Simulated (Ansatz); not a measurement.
## C: strain and displacement

```
C
1.0
     1.77556    0.00000    0.00000
     0.00000    1.77556    0.00000
     0.00000    0.00000    1.77556
C
1
Cartesian
  0.0000 0.0000 0.0000
```

The structure comes from a relaxation in the same program, started in the sc type, and has space group Pm-3m. Whether it is a known phase or the ground state wasn't checked.

Level of theory: Ansatz 0.2.0, DFT, PBE, all-electron PAW with datasets made for the crystal, scalar-relativistic.

Numerical set-up: a Γ-centred 15×15×15 k mesh, Fermi–Dirac smearing of 0.03 eV, cutoff 460 eV (chosen by the program for this cell), no spin polarisation.

The unchanged cell is at -0.24 GPa, so energy changes include a term −P ΔV where the volume moves.

In a metal, stresses and small energies carry noise from the k mesh.

x, y and z are the Cartesian axes of the cell as listed; fractional coordinates follow a strain, and an engineering shear is twice the off-diagonal strain component.

Q: With this change (equal xy, yz and zx engineering shear strains of -2 %), what becomes of the energy and stress?

A: Energy change +6 meV/atom; stress change (xx, yy, zz, yz, xz, xy) 0.08, 0.08, 0.08, 5.55, 5.55, 5.55 GPa, compression positive.

With x and y strained by +4 %, z held: energy change +33 meV/atom; stress change (xx, yy, zz, yz, xz, xy) -23.34, -23.34, -21.01, 0.00, 0.00, 0.00 GPa, compression positive.
